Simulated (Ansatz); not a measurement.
System: MgO (rock salt type, first atom moved by 0.06 Å along [111]), 2 atoms in the cell.

```xyz
2
Lattice="0.0000 2.1250 2.1250 2.1250 0.0000 2.1250 2.1250 2.1250 0.0000" Properties=species:S:1:pos:R:3 pbc="T T T"
Mg    0.0346    0.0346    0.0346
O     2.1250    2.1250    2.1250
```

Code and potentials: Ansatz PAW hard set, 700 eV. Settings: k-mesh 4×4×4 Γ-centred; Fermi–Dirac smearing of 0.05 eV; no spin polarisation. For HSE06: exchange singularity: Wigner-Seitz.

Plain PBE gives:

```json
{"Pressure": "0.78 GPa", "Gap on the mesh": "4.47 eV"}
```

```csv
atom,Fx (eV/Å),Fy (eV/Å),Fz (eV/Å)
Mg1,-0.165,-0.165,-0.165
O2,0.165,0.165,0.165
```

**Question.** What changes under HSE06?

**Answer.** The pressure drops by 5.745 GPa to -4.963 GPa; the gap goes up by 1.73 eV to 6.20 eV; the forces move by 11 meV/Å (rms):

```csv
atom,Fx (eV/Å),Fy (eV/Å),Fz (eV/Å)
Mg1,-0.159,-0.159,-0.159
O2,0.159,0.159,0.159
```

The stress includes the program's correction for the finite plane-wave basis.

The k-mesh is modest, so these values aren't fully converged in k. Potentials made with PBE were used with another functional (at least in: Ansatz PAW hard set, 700 eV (HSE06)). Semilocal functionals give gaps that mostly lie well below measured ones.
